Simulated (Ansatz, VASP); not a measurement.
**SiC in VASP and in Ansatz**

```
Si C
1.0
     0.01440    2.18236    2.16796
     2.18236    0.01440    2.16796
     2.19675    2.19675    0.00000
Si C
1 1
Direct
  0.00067 0.00067 0.99933
  0.24933 0.24933 0.25067
```

Change from the starting cell: strained cell.

Alike in both runs: functional PBE; k mesh 10 × 10 × 10; occupations gaussian, width 0.02 eV; no spin polarisation.

Ansatz relaxed the structure, and its values are those at the end. VASP's run is a single point on that final structure, the one shown.

|  | VASP | Ansatz |
| --- | --- | --- |
| version | VASP 6.6.1 | Ansatz 0.2.0 |
| potentials or method | VASP PAW PBE potentials, release 64 (Si, C) | scalar-relativistic, plane waves, PAW |
| plane-wave cutoff (eV) | 520 | 420 |
| valence electrons in the cell | 8 | 8 |

|  | VASP | Ansatz | Ansatz less VASP |
| --- | --- | --- | --- |
| gap on the k mesh at the Fermi level (eV) | 1.26 | 1.26 | +0.004 |
| least direct gap on the mesh (eV) | 4.42 | 4.43 | +0.009 |
| pressure (GPa) | 3.7 | 3.7 | +0.06 |

Ansatz warned: «stress_scf_threshold_loose».

A k mesh can miss the band edges.
